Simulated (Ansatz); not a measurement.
The elements of this relaxed trial crystal are hidden behind letters.

```
lattice vectors (Å)
   0.0000    2.1665    2.1665
   2.1665    0.0000    2.1665
   2.1665    2.1665    0.0000
fractional positions
X 0.0000 0.0000 0.0000
Z 0.5000 0.5000 0.5000
```

Computed with Ansatz 0.2.0, DFT PBE, scalar-relativistic, plane waves, PAW. The final run on the 2-atom cell used 420 eV, a Γ-centred 22×22×22 mesh, 0.10 eV smearing and no spin polarisation.

| Item | Value |
| --- | --- |
| Space group | Fm-3m (No. 225) |
| Conventional cell | a = 4.333 Å |
| Volume per atom | 10.17 Å³ |
| Density | 4.89 g/cm³ |
| Energy over the elements | −0.83 eV/atom |
| Gap on the 22×22×22 mesh of the 2-atom cell | 0 eV (a metal) |

Energies are uncorrected and count from the elements' standard states at the same level.

Q: X is a d-block element of period 4 and Z is a p-block element of period 2. Which elements are they?

A: X = Ti, Z = C, so the formula is TiC, here in the rock salt type. Density times volume gives a mean mass of 4.89 × 10.17/1.6605 = 29.9 u per atom, and this set has 29.9 u. Among the elements that the hints allow, noble gases aside, only these give it. Ti has 6 C at 2.17 Å; C has 6 Ti at 2.17 Å.

Symmetry constrained the relaxation, so the result can be a saddle point.
